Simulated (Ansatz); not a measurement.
# Elastic constants of BiTe: input and output

Computed with DFT PBEsol, scalar-relativistic, plane waves, PAW in Ansatz 0.2.0.

Launched with:
```bash
ansatz run input.yaml --threads 1 --pin off --max-ram 3072MiB --backend cpu --events-out ev --progress --plain --runs-dir out
```

Input (bare energies are in eV):
```yaml
crystal:
  lattice:
    - [0.0, 3.2005777477, 3.2005777477]
    - [3.2005777477, 0.0, 3.2005777477]
    - [3.2005777477, 3.2005777477, 0.0]
  atoms:
    - { symbol: Bi, position: [0.0, 0.0, 0.0] }
    - { symbol: Te, position: [0.5, 0.5, 0.5] }
basis:
  ecutwfc: 420
kpoints:
  mp_grid: { grid: [12, 12, 12] }
hamiltonian:
  xc: pbesol
scf:
  occupations: { method: fermi_dirac, width: 0.15 }
output:
  forces: true
  stress: true
  eigenvalues: true
elastic:
  mode: relaxed_ion
  amplitude: 0.005
```

From the output:
```
--- Elastic constants: 2 strain directions × 4 members + reference (group order 48) ---
  dense FFT box of the reference and of every strained cell: 32×32×32
  strains applied: 11, 23; error gains: componentwise 1.00 (the most a stress slope's error grows in a printed constant), spectral 1.73 (1 for all six strains in a standard setting)
  C = ∂σ_k/∂η_j (tension-positive GPa; Voigt order 11 22 33 23 13 12):
       116.680     21.649     21.649      0.000      0.000      0.000
        21.649    116.680     21.649     -0.000      0.000      0.000
        21.649     21.649    116.680      0.000     -0.000      0.000
         0.000     -0.000     -0.000     -1.476     -0.000      0.000
        -0.000      0.000     -0.000      0.000     -1.476     -0.000
        -0.000      0.000      0.000      0.000      0.000     -1.476
  reference stress σ⁰ (GPa):      0.001      0.001      0.001      0.000     -0.000      0.000
  C* (energy form; C + prestress term) asymmetry max|C*_kj − C*_jk| = 1.066e-14 GPa — a small one proves nothing (zero by symmetry where the batch's group is 432, −43m or m−3m); a large one is finite-difference/SCF noise where every solve ...
  moduli (Voigt/Reuss/Hill, GPa): K = 53.33/53.33/53.33   G = 18.12/-2.51/7.80   E = 22.32   ν = 0.430
  mechanically stable: NO (min eigenvalue of sym C = -1.48 GPa)
  strain η (Voigt 11):  stress-route row diagonal C_11 = 116.68 GPa, energy-path curvature d²(F+E_count+ΔE)/dδ²/Ω₀ = 116.68 GPa
    cells at ±δ against ±2δ: C11 116.70 and 116.76 GPa, apart by 0.05 % of the column's largest entry
         δ    σ_11 (GPa) F (eV) n_scf n_hpsi n_pw
    -1.000e-2      -1.2318      -19143.7198136      10   74255   1293   relax 0 steps, max|allowed force component| 7.89e-31 eV/Å
    -5.000e-3      -0.5990      -19143.7216817       5   63353   1303   relax 0 steps, max|allowed force component| 2.37e-29 eV/Å
     5.000e-3       0.5680      -19143.7217003       5   63577   1307   relax 0 steps, max|allowed force component| 1.97e-30 eV/Å
     1.000e-2       1.1035      -19143.7199886       8   62263   1316   relax 0 steps, max|allowed force component| 5.76e-29 eV/Å
  strain η (Voigt 23):  stress-route row diagonal C_44 = -1.48 GPa, energy-path curvature d²(F+E_count+ΔE)/dδ²/Ω₀ = -1.48 GPa
    cells at ±δ against ±2δ: C44 -1.48 and -1.48 GPa, apart by 0.12 % of the column's largest entry
         δ    σ_23 (GPa) F (eV) n_scf n_hpsi n_pw
    -1.000e-2       0.0148      -19143.7223188       8  118284   1305   relax 0 steps, max|allowed force component| 4.26e-29 eV/Å
    -5.000e-3       0.0074      -19143.7222954       5  108090   1303   relax 0 steps, max|allowed force component| 5.92e-29 eV/Å
     5.000e-3      -0.0074      -19143.7222954       5  104670   1303   relax 0 steps, max|allowed force component| 6.31e-30 eV/Å
     1.000e-2      -0.0148      -19143.7223188       8  105927   1305   relax 0 steps, max|allowed force component| 4.34e-29 eV/Å
```

It took 2.6 min on 1 thread of Arm Neoverse V1 (shared host), peak memory 0.61 GiB.

In a metal, frequencies and elastic constants depend on the k mesh and the smearing, soft modes and shear constants most. Spin–orbit coupling is left out, which can shift energies with elements as heavy as these.

As the tensor has a negative eigenvalue, the Reuss and Hill moduli of a polycrystal, and E and ν formed from them, have no physical meaning here.

The least eigenvalue is -1.5 GPa; in a metal on this mesh the verdict on stability isn't firm within about 20 GPa or a tenth of the bulk modulus.